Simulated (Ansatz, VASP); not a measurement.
# Two plane-wave programs on Sr

The input INCAR:

```
SYSTEM = Sr
PREC     = Accurate       ! precision mode
ENCUT    = 520            ! plane-wave cutoff, eV
EDIFF    = 1E-6           ! SCF threshold, eV
ISMEAR   = -1             ! smearing method
SIGMA    = 0.1            ! smearing width, eV
LREAL    = .FALSE.        ! projectors in reciprocal space
LASPH    = .TRUE.         ! aspherical terms in the spheres
NELM     = 100            ! most SCF steps
ALGO     = Normal         ! electronic algorithm
ISIF     = 2              ! what is computed and relaxed
LWAVE    = .FALSE.        ! write WAVECAR
LCHARG   = .FALSE.        ! write CHGCAR
GGA      = PS             ! functional
NBANDS   = 17             ! bands
```

KPOINTS

```
Automatic mesh
0
G
  7 7 7
  0 0 0
```

File POSCAR:

```
Sr
1.0
    0.0000000000      4.4868937294      4.4868937294
    4.4868937294      0.0000000000      4.4868937294
    4.4868937294      4.4868937294      0.0000000000
Sr
2
Direct
    0.1250000000      0.1250000000      0.1250000000
    0.8750000000      0.8750000000      0.8750000000
```

Input for Ansatz:

```yaml
crystal:
  lattice:
    - [0.0, 4.4868937294, 4.4868937294]
    - [4.4868937294, 0.0, 4.4868937294]
    - [4.4868937294, 4.4868937294, 0.0]
  atoms:
    - { symbol: Sr, position: [0.125, 0.125, 0.125] }
    - { symbol: Sr, position: [0.875, 0.875, 0.875] }
hamiltonian:
  xc: pbesol
  pseudopotentials:
    kind: paw
    azcp:
      Sr: "pseudopotentials/Sr.paw.azcp"
basis:
  ecutwfc: 420
  fft_grid_basis: typed
kpoints:
  mp_grid: { grid: [7, 7, 7], shift: [0, 0, 0] }
magnetization:
  spin_polarized: false
scf:
  occupations: { method: fermi_dirac, width: 0.1 }
  lower_state_search: "off"
output:
  stress: true
```

Alike in both runs: task single point; functional PBEsol; k mesh 7 × 7 × 7; occupations fermi-dirac, width 0.1 eV; no spin polarisation.

|  | VASP | Ansatz |
| --- | --- | --- |
| version | VASP 6.6.1 | Ansatz 0.2.0 |
| potentials or method | VASP PAW PBE potentials, release 64 (Sr_sv) | plane waves (420 eV) with PAW, scalar-relativistic |
| plane-wave cutoff (eV) | 520 | 420 |
| valence electrons in the cell | 20 | 20 |

```csv
,VASP,Ansatz,Ansatz less VASP
pressure (GPa),0.4,0.4,0.00
```

Ansatz warned: «pseudo_functional_mismatch».

Caveats: the PAW data sets were made with another functional, which shifts forces and pressure a little (VASP).
